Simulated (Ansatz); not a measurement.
CdS: the change of pressure with volume scale

Periodic Kohn-Sham DFT of a crystal at fixed atoms, scaled to volume_scale times the given cell; pressure positive in compression, energy less spherical unpolarised free atoms, largest_vzz the field gradient of largest size among the nuclei. The results are calculated, by Ansatz 0.2.0.

The cell before it is scaled or strained (space group F-43m, No. 216):
```
cell vectors (Å)
   0.0000     2.9430     2.9430
   2.9430     0.0000     2.9430
   2.9430     2.9430     0.0000
atoms (fractions of the cell vectors)
Cd  0.00000  0.00000  0.00000
S   0.75000  0.75000  0.75000
```

Settings of every row: method frozen-core PAW; functional PBEsol; relativity scalar; k mesh 7x7x7; filling fermi-dirac; smearing width 0.02 eV; wave cutoff 420 eV; paw set soft_2.

Atom start moment: 0 on all atoms.

Limits: PAW files made with PBE.

```csv
row,volume scale,V (Å³/atom),pressure (GPa)
1,0.94,23.961,2
2,0.96,24.47,0.584
3,0.98,24.98,-0.678
4,0.99,25.235,-1.256
5,1,25.489,-1.802
6,1.01,25.745,-2.316
7,1.02,26,-2.802
8,1.04,26.51,-3.693
9,1.06,27.019,?
```

Question: what pressure should row 9 give?

Worked fit of pressure. Take u = (V_r/V)^(2/3) − 1 with V_r = 25.362 Å³ an atom, which is twice the finite (Eulerian) strain; such expansions in the strain, on which the Birch-Murnaghan equation of state is built, carry the rest volume and the bulk modulus. The shown rows have u = 0.03861, 0.02416, 0.01017, 0.00335, -0.00332, -0.00994, -0.01643, -0.02908. Least squares give pressure = −1.5323 + 81.373 × u + 251.4 × u² + 274 × u³ GPa; a parabola predicts inner rows, each left out in turn, worse (root mean square 0.003 against 0.0015 GPa). The rows lie off it by 0.000, 0.000, 0.000, 0.001, -0.002, 0.001, 0.001, 0.000. The pressure vanishes at u = 0.0178, or V = 24.7 Å³ an atom, and there the bulk modulus at fixed shape and fractions is B = −V dP/dV = (2/3)(1 + u) dP/du = 61.5 GPa. The withheld row has u = -0.04131, so the fit gives −1.5323 + 81.373 × (-0.04131) + 251.4 × (-0.04131)² + 274 × (-0.04131)³ = -4.484 GPa.

The calculation gave -4.486 GPa. The fit lies 0.002 GPa (0.031 % of the column's range) above it; its largest miss of a shown row is 0.002 GPa. This row lies beyond the range of the fit.
